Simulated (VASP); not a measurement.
Input of a VASP 6.6.1 run:

INCAR

```
  ALGO = Normal
  EDIFF = 1E-6
  EDIFFG = -0.04
  ENCUT = 600
  GGA = PS
  IBRION = 2
  ISIF = 3
  ISMEAR = 0
  LASPH = True
  LCHARG = False
  LREAL = False
  LWAVE = False
  NELM = 100
  NSW = 90
  PREC = Accurate
  SIGMA = 0.1
```

File KPOINTS:

```
k-points
0
Gamma
  9 9 9
```

The input POSCAR:

```
Al
1.0
    2.1689556837      1.2522471479      1.0570902088
   -2.1689556837      1.2522471479      1.0570902088
    0.0000000000     -2.5044942957      1.0570902088
Al
1
Direct
    0.5000000000      0.5000000000      0.5000000000
```

Potentials or basis: VASP PAW PBE potentials, release 64 (Al).

Run with:

```bash
$ cat potpaw_PBE.64/Al/POTCAR > POTCAR
$ mpirun -np 1 vasp_std > vasp.out
```

**Question.** Predict the relaxed cell.

**Answer.** a = 2.780 Å, b = 2.780 Å, c = 2.780 Å, α = 109.44°, β = 109.44°, γ = 109.44°.

**Question.** Estimate the relaxed volume.

**Answer.** 16.56 Å³/atom.

**Question.** What does it give for the space group after relaxing (to 0.05 Å)?

**Answer.** Im-3m (No. 229).

Final structure:
```
Al
1.0
     2.26967    1.31040    0.92822
    -2.26967    1.31040    0.92822
     0.00000   -2.62079    0.92822
Al
1
Direct
  0.50000 0.50000 0.50000
```

Caveat: the PAW data sets were made with another functional, which shifts forces and pressure a little.
